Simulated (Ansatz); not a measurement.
## One input, then a changed one: Be

First run: DFT, PBE, all-electron LAPW, scalar-relativistic (Ansatz 0.2.0).

Command: `ansatz run input.yaml --threads 1 --pin off --max-ram 2048MiB --backend cpu --events-out ev --progress --plain --runs-dir out` It took 6 s on 1 thread of Intel(R) Xeon(R) 6975P-C (Granite Rapids) (shared host), peak memory 0.36 GiB.

```yaml
crystal:
  lattice:
    - [2.2853, 0.0, 0.0]
    - [-1.14265, 1.9791278553, 0.0]
    - [0.0, 0.0, 3.5842]
  atoms:
    - { symbol: Be, position: [0.3133333333, 0.6566666667, 0.235] }
    - { symbol: Be, position: [0.6866666667, 0.3433333333, 0.765] }
kpoints:
  mp_grid: { grid: [15, 15, 8] }
scf:
  occupations: { method: fermi_dirac, width: 0.05 }
hamiltonian:
  xc: pbe
  pseudopotentials: { kind: all_electron, lapw: { basis_error: 0.001 } }
output:
  forces: true
  stress: true
  eigenvalues: true
  populations: true
```

The cell is entry 9017314 of the Crystallography Open Database, unrelaxed.

This run: one bond, the shortest of the undistorted cell, set to 2.092 Å.

It converges in 6 SCF iterations at a pressure of -1.84 GPa, largest force 0.882 eV/Å.

The input is then changed:

```diff
 scf:
-  occupations: { method: fermi_dirac, width: 0.05 }
+  occupations: { method: gaussian, width: 0.05 }
+  convergence: { dr2_threshold: 1.0e-11 }
+  n_extra_bands: 2
 hamiltonian:
```

Q: What does the second run give?

A: It converges in 7 SCF iterations at a pressure of -1.85 GPa, largest force 0.885 eV/Å, free energy +0.3 meV/atom against the first run's. Results part of its log:
```
SCF 1 converged in 7 iterations: F = -803.762979 eV  dr2 = 9.73e-12
SCF converged after 7 iterations
Free energy (F): -803.762979 eV
Harris-Foulkes:  -803.762979 eV  (|F-HF|=3.81e-11)
Internal energy: -803.762749 eV  (E = F + TS)
E sigma→0 (E₀):  -803.762864 eV
Entropy (-TS):   -0.000230 eV (-0.115 meV/atom)
Fermi energy:    8.657318 eV
--- Per-component energies (eV) ---
  E_band       = -353.392575
  E_kinetic    = 798.238267
  E_xc         = -158.602031
  E_electrostatic = -1443.398985  (all electrons and nuclei)
  E_smearing   = -0.000230  (= −TS)
  E_closure    = 0.000000  (closes the sum)
  E_atoms      = -796.361429  (free atoms, spherical and without spin; not in F)
  Σ components = -803.762979   (vs F -803.762979, Δ=0.00e0)
  Basis errors (estimates in eV, not in F): energy 7.8e-4 per atom: plane waves 7.5e-4 (4.3e-4 summed), levels above the bands 0.0e0, relativity 6.6e-10, radial functions 3.0e-5, core shells 0.0e0; eigenvalues (radial functions only) 5.2e-6; not estimated: angular momenta, meshes, grids; target (lapw.basis_error) 1.0e-3; muffin-tin radii Be 1.046 Å
--- Forces (eV/Å), atoms counted from 1 ---
  atom   1  Be     0.26667295     0.15396370     0.83005353
  atom   2  Be    -0.26667295    -0.15396370    -0.83005353
  max |Σ_I F_I| component: 1.11e-16 eV/Å
--- Stress (GPa, compression-positive) ---
       -2.649464       1.367778       1.092549
        1.367778      -4.228838       0.630783
        1.092549       0.630783       1.320259
  P = ⅓ Tr σ = -1.8527 GPa (-18.527 kbar)
--- Band table (eV; the first three rows and the last of 488) ---
  k-point 0: bands = ["-91.7505", "-91.7220", "-2.8462", "4.0877", "9.4075", "23.6984"]
  k-point 1: bands = ["-91.7497", "-91.7229", "-2.7122", "3.3328", "10.4713", "23.8219"]
  k-point 2: bands = ["-91.7472", "-91.7252", "-2.3107", "1.9159", "12.8035", "24.1728"]
  k-point 487: bands = ["-91.7245", "-91.7230", "4.7020", "4.9307", "10.0246", "10.1334"]
--- Löwdin populations: 2 sites ---
  site symbol       q [e]
     0     Be      3.2502
     1     Be      3.2502
  spilling = 0.187447 (of n_electrons = 8.000000)
```
